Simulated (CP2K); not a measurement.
# CdS: single point with HLE16

Crystal: CdS.

```xyz
2
Lattice="3.8559 0.0000 0.0000 1.7668 3.3986 0.0000 1.8591 1.0689 3.1852" Properties=species:S:1:pos:R:3 pbc="T T T"
Cd    0.0000    0.0000    0.0000
S     3.7409    2.2338    1.5926
```

The cell comes from a database or a generator and needn't be the stable form of this composition.

The cell isn't the ideal one: cell strained at random at fixed volume.

* Program: CP2K 2026.2
* Task: single point
* Functional: HLE16
* Potentials or basis: POTENTIAL_UZH Cd GTH-PBE-q12, S GTH-PBE-q6; TZVP-MOLOPT-PBE-GTH basis
* Density cutoff: 6123 eV
* k mesh: 6 × 6 × 6
* Occupations: fermi-dirac, width 0.05 eV
* Spin: no spin polarisation
* SCF solver: diagonalisation with k points
* Quickstep method: GPW
* EPS_DEFAULT: 1.0E-9
* EPS_SCF: 1.0E-6
* MAX_SCF: 100
* SCF_GUESS: ATOMIC
* k points reduced by the point group: yes
* Mesh centred on Gamma: yes
* CHOLESKY: OFF
* EPS_EIGVAL: 1.0E-7
* MIXING METHOD: BROYDEN_MIXING
* MIXING ALPHA: 0.4
* MIXING BETA (1/bohr): 1.5
* NBUFFER: 8
* NGRIDS: 4
* REL_CUTOFF (Ry): 60
* Basis sets: Cd TZVP-MOLOPT-PBE-GTH-q12, S TZVP-MOLOPT-PBE-GTH-q6
* Potentials: Cd GTH-PBE-q12 of POTENTIAL_UZH, S GTH-PBE-q6 of POTENTIAL_UZH
* ADDED_MOS: [10]
* CUTOFF of the grids: 450 Ry

```json
{"Pressure": "-9.1 GPa", "Band gap on the k mesh": "0.75 eV, indirect (least direct gap 1.88 eV)", "Mulliken charges": "Cd +1.36; S -1.36 e", "Hirshfeld charges": "Cd +0.40; S -0.40 e"}
```

Stress tensor (GPa, compression positive):
```
-8.25  1.43  0.91
 1.43 -9.81  0.64
 0.91  0.64 -9.24
```

Levels at points of the mesh, in eV from the valence-band top:
| k point | band 7 | band 8 | band 9 | band 10 | band 11 | band 12 |
| --- | --- | --- | --- | --- | --- | --- |
| (0.00, 0.00, 0.00) | -0.76 | -0.74 | -0.42 | 1.45 | 9.62 | 9.84 |
| (0.00, 0.00, 0.50) | -4.48 | -0.18 | -0.02 | 4.64 | 6.65 | 6.84 |
| (0.00, 0.50, 0.00) | -4.55 | -0.06 | -0.04 | 4.78 | 6.84 | 6.94 |
| (0.00, 0.50, 0.50) | -3.61 | -1.99 | -1.67 | 0.80 | 7.11 | 10.44 |
| (0.50, 0.00, 0.00) | -4.54 | -0.12 | 0.00 | 4.75 | 6.81 | 6.85 |
| (0.50, 0.00, 0.50) | -3.57 | -1.91 | -1.68 | 0.87 | 7.17 | 10.27 |
| (0.50, 0.50, 0.00) | -3.63 | -2.05 | -1.64 | 0.75 | 7.09 | 10.56 |
| (0.50, 0.50, 0.50) | -4.30 | -0.26 | -0.15 | 4.42 | 6.42 | 6.66 |

It took 32 s on 1 thread of Arm Neoverse V1, on a shared host, peak memory 0.3 GiB.

Caveat: Mulliken charges move with the basis; the potentials were made for a functional far from this one; the potentials were made for another functional, which shifts forces and pressure; the basis of atomic orbitals isn't converged, which shifts pressures, moduli and gaps. A k mesh can miss the band edges.
